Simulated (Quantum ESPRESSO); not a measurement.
**In in Quantum ESPRESSO: the effect of target pressure**

In:

```
In
1.0
    -1.62547    1.62547    2.47370
     1.62547   -1.62547    2.47370
     1.62547    1.62547   -2.47370
In
1
Direct
  0.00000 0.00000 0.00000
```

Alike in all runs:

- Program: Quantum ESPRESSO 7.5
- Task: relaxation of cell and atoms
- Functional: PBEsol
- Potentials or basis: GBRV 1.5 PBEsol
- Cutoff: 871 eV
- Density cutoff: 7007 eV
- k mesh: 11 × 11 × 11
- Occupations: fermi-dirac, width 0.05 eV
- Spin: no spin polarisation

Each run relaxes the cell or the atoms first.

```csv
target pressure,relaxed volume (Å³/atom)
0 GPa,24.73
2 GPa,23.86
5 GPa,22.85
10 GPa,?
30 GPa,18.72
```

Task: What does the run with target pressure 10 GPa give?

Result: Relaxed volume 21.62 Å³/atom.

Worked out: In Murnaghan's law V^(-B') rises as a straight line in P. The other rows fit best with B' = 4.7, V0 = 24.72 Å³/atom and B0 = 52 GPa, which gives 21.57 Å³/atom at 10 GPa, against the run's 21.62.

Caveats: the volume moved by over 15 % at a fixed basis, so the end points are rough (some runs).
